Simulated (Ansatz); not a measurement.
# InSb: the cost of one run

Computed with Ansatz 0.2.0 (DFT PBE, scalar-relativistic, unless a step's input says otherwise).

## (1) The structure to begin with

Symmetry: F-43m, No. 216, cubic system. The conventional cell has a = 6.478 Å, b = 6.478 Å, c = 6.478 Å, α = 90.00°, β = 90.00°, γ = 90.00°. In (site symmetry -43m) is surrounded by 4 Sb at 2.81 Å. Around Sb (site symmetry -43m) lie 4 In at 2.81 Å.

Structure file:

```xyz
2
Lattice="0.0000 3.2391 3.2391 3.2391 0.0000 3.2391 3.2391 3.2391 0.0000" Properties=species:S:1:pos:R:3 pbc="T T T"
In    0.0000    0.0000    0.0000
Sb    4.8586    4.8586    4.8586
```

Atoms are numbered in the order of the input: In1, Sb2.

## (2) The deformed structure

Space group F-43m before, I-4m2 after.

## (3) LAPW, all electrons

Contents of input.yaml:

```yaml
crystal:
  lattice:
    - [0.0, 3.2391, 3.206709]
    - [3.2391, 0.0, 3.206709]
    - [3.2391, 3.2391, 0.0]
  atoms:
    - { symbol: In, position: [0.0, 0.0, 0.0] }
    - { symbol: Sb, position: [0.75, 0.75, 0.75] }
kpoints:
  mp_grid: { grid: [10, 10, 10] }
  band_path:
    path:
      - [0.0, 0.0, 0.0]
      - [0.0, 0.5, 0.5]
      - [0.25, 0.75, 0.5]
      - [0.0, 0.5, 0.0]
      - [0.0, 0.0, 0.0]
      - [0.5, 0.5, 0.0]
      - [0.3775380063, 0.6224619937, 0.0]
      - [-0.3775380063, 0.3775380063, 0.0]
      - [0.0, 0.0, 0.0]
    npoints: 5
scf:
  occupations: { method: fermi_dirac, width: 0.03 }
hamiltonian:
  xc: pbe
  pseudopotentials: { kind: all_electron, lapw: { basis_error: 0.00025 } }
output:
  forces: true
  stress: true
  eigenvalues: true
```

Command:

```console
$ ansatz run input.yaml --threads 1 --pin off --max-ram 3072MiB --backend cpu --events-out ev --progress --plain --runs-dir out
```

What time and memory should one allow on 1 thread of Intel Xeon 6975P-C (Granite Rapids), shared host?

About 33 s, with a peak of 0.64 GiB.
